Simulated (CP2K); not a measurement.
Runs of CP2K 2026.2 on Ta. Symmetry: Im-3m, No. 229, cubic system. Conventional cell: a = 3.303 Å, b = 3.303 Å, c = 3.303 Å, α = 90.00°, β = 90.00°, γ = 90.00°. Around Ta (site symmetry m-3m) lie 8 Ta at 2.86 Å. 

```csv
level,cutoff radius of the dispersion sum (A),cutoff of the non-local correlation (Ry),gap on the mesh (eV),pressure (GPa)
PBE+D3(BJ)+ATM,20,-,none,-3.8
PBE+D3,20,-,none,(a)
PBE+D4,20,-,none,-1.3
PBE+rVV10,-,300,none,0.1
PBE,-,-,none,(b)
```

Alike in all rows: task single point; potentials or basis POTENTIAL_UZH Ta GTH-PBE-q13; TZVP-MOLOPT-PBE-GTH basis; no spin polarisation; cell as given; k mesh 11 × 11 × 11; smearing fermi-dirac 0.05 eV.

Q: Estimate the missing entries.

A: (a) -5.1; (b) 1.5.

Caveats: the basis of atomic orbitals isn't converged, which shifts pressures, moduli and gaps; pairwise dispersion overbinds metals, which lowers pressure and volume (some runs).

A k mesh can miss the band edges, and the runs leave out spin-orbit coupling on Ta.

A gap of «none» marks a metal or a gap under the smearing width.
